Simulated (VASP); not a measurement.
# Ti (P6_3/mmc) in VASP: a series of runs

Runs on Ti. Level: PBEsol. Tasks: relaxation of cell and atoms.

Everything below comes from runs of VASP 6.6.1. Logs are shortened: lines on timing, memory, paths and dates and some standing lists are left out, and cuts for length are marked.

### Step 1. The structure

It takes space group P6_3/mmc (No. 194, hexagonal). Conventional cell: a = 2.950 Å, b = 2.950 Å, c = 4.680 Å, α = 90.00°, β = 90.00°, γ = 120.00°. Ti (site symmetry -6m2) is surrounded by 12 Ti at 2.89 to 2.95 Å.

### Step 2. Relaxation of cell and atoms, PBEsol

The input, INCAR:

```
  PREC = Accurate
  ENCUT = 600
  EDIFF = 1E-6
  ISMEAR = 1
  SIGMA = 0.1
  LREAL = F
  LASPH = T
  NELM = 80
  ALGO = Normal
  ISIF = 3
  LWAVE = F
  LCHARG = F
  GGA = PS
  IBRION = 2
  NSW = 90
  EDIFFG = -0.01
  KPAR = 4
```

The input, KPOINTS:

```
Automatic mesh
0
Gamma
  15 15 8
```

The input, POSCAR:

```
Ti
1.0
    2.9500000000      0.0000000000      0.0000000000
   -1.4750000000      2.5547749412      0.0000000000
    0.0000000000      0.0000000000      4.6800000000
Ti
2
Direct
    0.3333333333      0.6666666667      0.2500000000
    0.6666666667      0.3333333333      0.7500000000
```

Potentials or basis: VASP PAW PBE potentials, release 64 (Ti_sv).

Started as:

```bash
$ cat potpaw_PBE.64/Ti_sv/POTCAR > POTCAR
$ mpirun -np 4 vasp_std > vasp.out
```

OUTCAR:

```text
PREC = Accurate
   ENCUT = 600
   EDIFF = 1E-6
   ISMEAR = 1
   LREAL = F
   LASPH = T
   NELM = 80
   ISIF = 3
   GGA = PS
   IBRION = 2
   NSW = 90
   EDIFFG = -0.01

 ion  position               nearest neighbor table
   1  0.333  0.667  0.250-   2 2.89   2 2.89   2 2.89   2 2.89   2 2.89   2 2.89
   2  0.667  0.333  0.750-   1 2.89   1 2.89   1 2.89   1 2.89   1 2.89   1 2.89

  LATTYP: Found a hexagonal cell.
 ALAT       =     2.9500000000
 C/A-ratio  =     1.5864406780

  Lattice vectors:

 A1 = (   2.9500000000,   0.0000000000,   0.0000000000)
 A2 = (  -1.4750000000,   2.5547749412,   0.0000000000)
 A3 = (   0.0000000000,   0.0000000000,   4.6800000000)

Analysis of symmetry for initial positions (statically):
=====================================================================
 Subroutine PRICEL returns:
 Original cell was already a primitive cell.

 Routine SETGRP: Setting up the symmetry group for a
 hexagonal supercell.

 Subroutine GETGRP returns: Found 24 space group operations
 (whereof 12 operations were pure point group operations)
 out of a pool of 24 trial point group operations.

The static configuration has the point symmetry D_3d.
 The point group associated with its full space group is D_6h.

Analysis of symmetry for dynamics (positions and initial velocities):
=====================================================================
 Subroutine PRICEL returns:
 Original cell was already a primitive cell.

 Routine SETGRP: Setting up the symmetry group for a
 hexagonal supercell.

 Subroutine GETGRP returns: Found 24 space group operations
 (whereof 12 operations were pure point group operations)
 out of a pool of 24 trial point group operations.

The dynamic configuration has the point symmetry D_3d.
 The point group associated with its full space group is D_6h.

 Subroutine INISYM returns: Found 24 space group operations
 (whereof 12 operations are pure point group operations),
 and found     1 'primitive' translations

----------------------------------------------------------------------------------------

                                     Primitive cell

  volume of cell :      35.2712

  direct lattice vectors                    reciprocal lattice vectors
     2.950000000  0.000000000  0.000000000     0.338983051  0.195711956  0.000000000
    -1.475000000  2.554774941  0.000000000     0.000000000  0.391423911  0.000000000
     0.000000000  0.000000000  4.680000000     0.000000000  0.000000000  0.213675214

  length of vectors
     2.950000000  2.950000000  4.680000000     0.391423911  0.391423911  0.213675214

  position of ions in fractional coordinates (direct lattice)
     0.333333333  0.666666667  0.250000000
     0.666666667  0.333333333  0.750000000

  ion indices of the primitive-cell ions
   primitive index   ion index
                 1           1
                 2           2

----------------------------------------------------------------------------------------

 KPOINTS: Automatic mesh

Automatic generation of k-mesh.
 Grid dimensions read from file:
 generate k-points for:   15   15    8

 Generating k-lattice:

  Cartesian coordinates                     Fractional coordinates (reciprocal lattice)
     0.022598870  0.013047464  0.000000000     0.066666667 -0.000000000  0.000000000
     0.000000000  0.026094927  0.000000000     0.000000000  0.066666667  0.000000000
     0.000000000  0.000000000  0.026709402     0.000000000  0.000000000  0.125000000

  Length of vectors
     0.026094927  0.026094927  0.026709402

  Shift w.r.t. Gamma in fractional coordinates (k-lattice)
     0.000000000  0.000000000  0.000000000

 Subroutine IBZKPT returns following result:
 ===========================================

 Found    135 irreducible k-points:

 Following reciprocal coordinates:
            Coordinates               Weight
  0.000000  0.000000  0.000000      1.000000
  0.066667  0.000000  0.000000      6.000000
  0.133333  0.000000  0.000000      6.000000
  0.200000  0.000000  0.000000      6.000000
  0.266667  0.000000  0.000000      6.000000
  0.333333  0.000000  0.000000      6.000000
[... 16 lines left out ...]
  0.333333  0.200000  0.000000     12.000000
  0.400000  0.200000  0.000000      6.000000
 [... further k-points ...]
   k-points           NKPTS =    135   k-points in BZ     NKDIM =    135   number of bands    NBANDS=     16
   number of dos      NEDOS =    301   number of ions     NIONS =      2
   total plane-waves  NPLWV =  23040
   dimension x,y,z NGX =    24 NGY =   24 NGZ =   40
   dimension x,y,z NGXF=    48 NGYF=   48 NGZF=   80
   ions per type =               2
   NGX,Y,Z   is equivalent  to a cutoff of  13.53, 13.53, 14.21 a.u.
   NGXF,Y,Z  is equivalent  to a cutoff of  27.05, 27.05, 28.42 a.u.
 SYSTEM =  unknown system
   PREC   = accura    normal or accurate (medium, high low for compatibility)
   ISTART =      0    job   : 0-new  1-cont  2-samecut
   ICHARG =      2    charge: 1-file 2-atom 10-const
   ISPIN  =      1    spin polarized calculation?
   LNONCOLLINEAR =      F non collinear calculations
   LSORBIT =      F    spin-orbit coupling
   LASPH  =      T    aspherical Exc in radial PAW
   ENCUT  =  600.0 eV  44.10 Ry    6.64 a.u.   5.89  5.89  9.35*2*pi/ulx,y,z
   NELM   =     80;   NELMIN=  2; NELMDL= -5     # of ELM steps
   EDIFF  = 0.1E-05   stopping-criterion for ELM
   LREAL  =      F    real-space projection
   EDIFFG = -.1E-01   stopping-criterion for IOM
   NSW    =     90    number of steps for IOM
   IBRION =      2    ionic relax: 0-MD 1-quasi-New 2-CG
   NFREE  =      1    steps in history (QN), initial steepest desc. (CG)
   ISIF   =      3    stress and relaxation
   ISYM   =      2    0-nonsym 1-usesym 2-fastsym
   POTIM  = 0.5000    time-step for ionic-motion
   TEBEG  =    0.0;   TEEND  =   0.0 temperature during run
   PSTRESS=    0.0 pullay stress
   NELECT =      24.0000    total number of electrons
   NUPDOWN=      -1.0000    fix difference up-down
   EMIN   =  10.00;   EMAX   =-10.00  energy-range for DOS
   EFERMI =   0.00;   METHOD = LEGACY
   ISMEAR =     1;   SIGMA  =   0.10  broadening in eV -4-tet -1-fermi 0-gaus
   EFERMI_NEDOS =   21; number of points for ismear=-14 and -15
   IALGO  =     38    algorithm
   IMIX   =      4    mixing-type and parameters
     AMIX     =   0.40;   BMIX     =  1.00
     AMIX_MAG =   1.60;   BMIX_MAG =  1.00
  volume/ion in A,a.u.               =      17.64       119.01
  Fermi-wavevector in a.u.,A,eV,Ry     =   1.439920  2.721055 28.209912  2.073370
  Thomas-Fermi vector in A             =   2.558722
   LORBIT       =      0    0 simple, 1 ext, 2 COOP (PROOUT), +10 PAW based schemes
   GGA     = PS    functional components
   LHFCALC =     F    Hartree Fock is set to
   AEXX    =    0.0000 exact exchange contribution
   IVDW    =     0    specifies the selected vdW correction
   LEPSILON=     F    determine dielectric tensor
   LRPA    =     F    only Hartree local field effects (RPA)
 conjugate gradient relaxation of ions
 non-spin polarized calculation
 Methfessel and Paxton  Order N= 1 SIGMA  =   0.10
  energy-cutoff  :      600.00
  volume of cell :       35.27
 maximum number of plane-waves:      1194
 NGX is ok and might be reduce to    24
   NGX = 11   NGY = 11   NGZ = 19

--------------------------------------- Ionic step        1  -------------------------------------------

 number of electron      23.9999997 magnetization

 Free energy of the ion-electron system (eV)
  ---------------------------------------------------
  ext. energy  EPLUGINS =         0.00000000
  ---------------------------------------------------
  free energy    TOTEN  =       -16.64196217 eV

  energy without entropy =      -16.64259731  energy(sigma->0) =      -16.64217388

------------------------ aborting loop because EDIFF is reached ----------------------------------------

  FORCE on cell =-STRESS in cart. coord.  units (eV):
  Direction    XX          YY          ZZ          XY          YZ          ZX
  --------------------------------------------------------------------------------------
  -------------------------------------------------------------------------------------
  Total       -1.2749922     -1.2749922     -1.3672536      0.0000000      0.0000000      0.0000000
  in kB      -57.9158693    -57.9158693    -62.1067975      0.0000000      0.0000000      0.0000000
  external PRESSURE =     -59.3128454 kB  Pullay stress =       0.0000000 kB

 VOLUME and BASIS-vectors are now :
 -----------------------------------------------------------------------------
  energy-cutoff  :      600.00
  volume of cell :       35.27
      direct lattice vectors                 reciprocal lattice vectors
     2.950000000  0.000000000  0.000000000     0.338983051  0.195711956  0.000000000
    -1.475000000  2.554774941  0.000000000     0.000000000  0.391423911  0.000000000
     0.000000000  0.000000000  4.680000000     0.000000000  0.000000000  0.213675214
[... 181 lines left out ...]
 POSITION                                       TOTAL-FORCE (eV/Angst)
 -----------------------------------------------------------------------------------
     -0.00000      1.67506      1.14577        -0.000000      0.000000      0.000000
      1.45065      0.83753      3.43731         0.000000     -0.000000      0.000000
 -----------------------------------------------------------------------------------
    total drift:                               -0.000000      0.000000     -0.000000

  FREE ENERGIE OF THE ION-ELECTRON SYSTEM (eV)
  ---------------------------------------------------
  free  energy   TOTEN  =       -16.6790375167 eV

  energy  without entropy=      -16.6792721714  energy(sigma->0) =      -16.67911573

--------------------------------------- Ionic step        7  -------------------------------------------

 number of electron      23.9999997 magnetization

 Free energy of the ion-electron system (eV)
  ---------------------------------------------------
  ext. energy  EPLUGINS =         0.00000000
  ---------------------------------------------------
  free energy    TOTEN  =       -16.67906826 eV

  energy without entropy =      -16.67944924  energy(sigma->0) =      -16.67919526

 E-fermi :   8.6524     XC(G=0): -11.8286

 val. band max:        8.6522543363   @ k =   0.0000   0.0000   0.3750
 cond. band min:       8.6572198496   @ k =   0.0667   0.0000   0.2500
 fundamental gap:      0.0049655133
 Fermi energy:         8.6523791010

 k-point     1 :       0.0000    0.0000    0.0000
  band No.  band energies     occupation
      1     -47.9283      2.00000
      2     -47.7612      2.00000
      3     -24.6789      2.00000
      4     -23.9335      2.00000
      5     -23.9335      2.00000
      6     -23.8540      2.00000
[... 8 lines left out ...]
     15       9.9670     -0.00000
     16       9.9670     -0.00000
[... 419 lines left out ...]
 k-point    24 :       0.4000    0.2000    0.0000
  band No.  band energies     occupation
      1     -47.7709      2.00000
      2     -47.7372      2.00000
      3     -24.4184      2.00000
      4     -24.2770      2.00000
      5     -24.2677      2.00000
      6     -24.1917      2.00000
[... 8 lines left out ...]
     15      10.0512     -0.00000
     16      11.8519      0.00000

 [... further k-points ...]

------------------------ aborting loop because EDIFF is reached ----------------------------------------

  FORCE on cell =-STRESS in cart. coord.  units (eV):
  Direction    XX          YY          ZZ          XY          YZ          ZX
  --------------------------------------------------------------------------------------
  -------------------------------------------------------------------------------------
  Total       -0.0131187     -0.0131187      0.0037245      0.0000000     -0.0000000      0.0000000
  in kB       -0.6298761     -0.6298761      0.1788246      0.0000000     -0.0000000      0.0000000
  external PRESSURE =      -0.3603092 kB  Pullay stress =       0.0000000 kB

 VOLUME and BASIS-vectors are now :
 -----------------------------------------------------------------------------
  energy-cutoff  :      600.00
  volume of cell :       33.37
      direct lattice vectors                 reciprocal lattice vectors
     2.902100014 -0.000000000  0.000000000     0.344578063  0.198942237 -0.000000000
    -1.451050007  2.513292336  0.000000000     0.000000000  0.397884474 -0.000000000
     0.000000000  0.000000000  4.575014205     0.000000000  0.000000000  0.218578556

 POSITION                                       TOTAL-FORCE (eV/Angst)
 -----------------------------------------------------------------------------------
     -0.00000      1.67553      1.14375        -0.000000      0.000000      0.000000
      1.45105      0.83776      3.43126         0.000000     -0.000000      0.000000
 -----------------------------------------------------------------------------------
    total drift:                               -0.000000      0.000000     -0.000000

  FREE ENERGIE OF THE ION-ELECTRON SYSTEM (eV)
  ---------------------------------------------------
  free  energy   TOTEN  =       -16.6790682643 eV

  energy  without entropy=      -16.6794492427  energy(sigma->0) =      -16.67919526

 reached required accuracy - stopping structural energy minimisation
```

Wall time 86 s (4 MPI ranks of Intel Xeon Platinum 8259CL at 2.50GHz (Skylake/Cascade Lake), shared host); peak memory 0.22 GiB.

What came out:

```yaml
Free_energy: -16.6791 eV
Relaxed_volume: 16.68 Å³/atom
Relaxed_cell: a = 2.902 Å, b = 2.902 Å, c = 4.575 Å, α = 90.00°, β = 90.00°, γ = 120.00°
Space_group_after_relaxing_to_0.05_Å: P6_3/mmc (No. 194)
Energy_gained_by_relaxing: 18.6 meV/atom
Ionic_steps: 7
Pressure_after_relaxing: 0.0 GPa
Band_gap_on_the_k_mesh: none (metal or under the smearing width)
```

Stress tensor (GPa, compression positive):
```
-0.06  0.00  0.00
 0.00 -0.06  0.00
 0.00  0.00  0.02
```

The path:
```tsv
step	energy change (eV)	largest force (eV/Å)	pressure (GPa)	volume (Å³)
1	0.0000	0.0000	-5.93	35.27
2	-0.0166	0.0000	5.09	32.04
3	-0.0370	0.0000	-0.01	33.37
4	-0.0370	0.0000	0.11	33.33
5	-0.0371	0.0000	-0.02	33.38
6	-0.0371	0.0000	-0.15	33.41
7	-0.0371	0.0000	-0.04	33.37
```

Final structure:
```
Ti
1.0
     2.90210    0.00000    0.00000
    -1.45105    2.51329    0.00000
     0.00000    0.00000    4.57501
Ti
2
Direct
  0.33333 0.66667 0.25000
  0.66667 0.33333 0.75000
```

Caveat: the PAW data sets were made with another functional, which shifts forces and pressure a little.

### Step 3. Relaxation of cell and atoms, PBEsol

This run uses another cell than the first one, of 16.68 Å³/atom, 0.946 times its volume.

INCAR: that of step 2 with these lines changed.

```diff
@@ -2,3 +2,3 @@
   ENCUT = 600
-  EDIFF = 1E-6
+  EDIFF = 1E-7
   ISMEAR = 1
@@ -15,3 +15,3 @@
   NSW = 90
-  EDIFFG = -0.01
+  EDIFFG = -0.005
   KPAR = 4
```

KPOINTS is that of step 2.

The input, POSCAR:

```
Ti                                      
1.0
    2.9021000136     -0.0000000000      0.0000000000
   -1.4510500068      2.5132923362      0.0000000000
    0.0000000000      0.0000000000      4.5750142052
  Ti            
     2
Direct
     0.3333333332999970    0.6666666667000030    0.2500000000000000
     0.6666666667000030    0.3333333332999970    0.7500000000000000
```

Potentials or basis: VASP PAW PBE potentials, release 64 (Ti_sv).

Started as:

```bash
$ cat potpaw_PBE.64/Ti_sv/POTCAR > POTCAR
$ mpirun -np 4 vasp_std > vasp.out
```

Wall time 21 s (4 MPI ranks of Intel Xeon Platinum 8259CL at 2.50GHz (Skylake/Cascade Lake), shared host); peak memory 0.2 GiB.

The run converged. Its results:

| Item | Value |
| --- | --- |
| Free energy | -16.6782 eV |
| Pressure after relaxing | 0.0 GPa |
| Band gap on the k mesh | none (metal or under the smearing width) |

Final structure:
```xyz
2
Lattice="2.9021 0.0000 0.0000 -1.4511 2.5133 0.0000 0.0000 0.0000 4.5750" Properties=species:S:1:pos:R:3 pbc="T T T"
Ti    0.0000    1.6755    1.1438
Ti    1.4510    0.8378    3.4313
```

Levels at points of the mesh, in eV from the Fermi level:
| k point | band 10 | band 11 | band 12 | band 13 | band 14 | band 15 |
| --- | --- | --- | --- | --- | --- | --- |
| (0.00, 0.00, 0.00) | -2.81 | 0.78 | 0.78 | 0.92 | 0.93 | 1.31 |
| (0.00, 0.00, 0.50) | -4.39 | 0.09 | 0.09 | 0.67 | 0.67 | 0.67 |

Caveat: the relaxation stopped at its first step, so nothing moved; the PAW data sets were made with another functional, which shifts forces and pressure a little.
